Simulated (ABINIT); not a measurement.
The system is BN.

```xyz
2
Lattice="0.0000 1.8130 1.8130 1.8130 0.0000 1.8130 1.8130 1.8130 0.0000" Properties=species:S:1:pos:R:3 pbc="T T T"
N     0.9065    0.9065    0.9065
B     0.0000    0.0000    0.0000
```

The cell is a database's computed one.

Base run:

```yaml
Program: ABINIT 10.8.3 (patched build)
Functional: PBE
Potentials_or_basis: JTH PAW PBE v2.0
Cutoff: 680 eV
k_mesh: 8 × 8 × 8
Occupations: fermi-dirac, width 0.05 eV
Spin: no spin polarisation
```

Its results: band gap on the k mesh 4.44 eV, indirect (least direct gap 8.76 eV).

Task: After a change of settings the same cell gave: band gap on the k mesh 4.92 eV, indirect (least direct gap 8.75 eV). Which change was it?
A. functional from PBE to PBEsol; cutoff from 680 eV to 707 eV; fine-grid cutoff from 1278.94 eV to 1306.15 eV
B. functional from PBE to SOGGA; k mesh from 8 × 8 × 8 to 13 × 13 × 13
C. functional from PBE to LDA; potentials or basis from JTH PAW PBE v2.0 to JTH PAW LDA v2.0
D. k mesh from 8 × 8 × 8 to 5 × 5 × 5

Result: D.

Caveats: some runs use coarse meshes; an odd mesh through Γ misses points on the zone boundary, where band edges often lie (some runs).

Not every run made on this cell is shown here.
